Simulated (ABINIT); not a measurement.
Crystal: Ti.

```xyz
3
Lattice="4.5674 0.0000 0.0000 -2.2837 3.9555 0.0000 0.0000 0.0000 2.8262" Properties=species:S:1:pos:R:3 pbc="T T T"
Ti    2.2837    1.3185    1.4131
Ti    0.0000    2.6370    1.4131
Ti    0.0000    0.0000    0.0000
```

This isn't the form of Ti at room conditions, which is hcp.

Base run:

- Program: ABINIT 10.8.3 (patched build)
- Functional: BLYP
- Potentials or basis: JTH PAW PBE v2.0
- Cutoff: 490 eV
- k mesh: 7 × 7 × 9
- Occupations: fermi-dirac, width 0.05 eV
- Spin: no spin polarisation

Its results: band gap on the k mesh none (metal or under the smearing width); pressure 3.5 GPa.

Task: After a change of settings the same cell gave: band gap on the k mesh none (metal or under the smearing width); pressure -0.8 GPa. Which change was it?
A. functional from BLYP to LDA
B. functional from BLYP to AM05
C. functional from BLYP to PBEsol
D. functional from BLYP to r2SCAN

Result: D.

Caveats: the PAW data sets were made with another functional, which shifts forces and pressure a little.
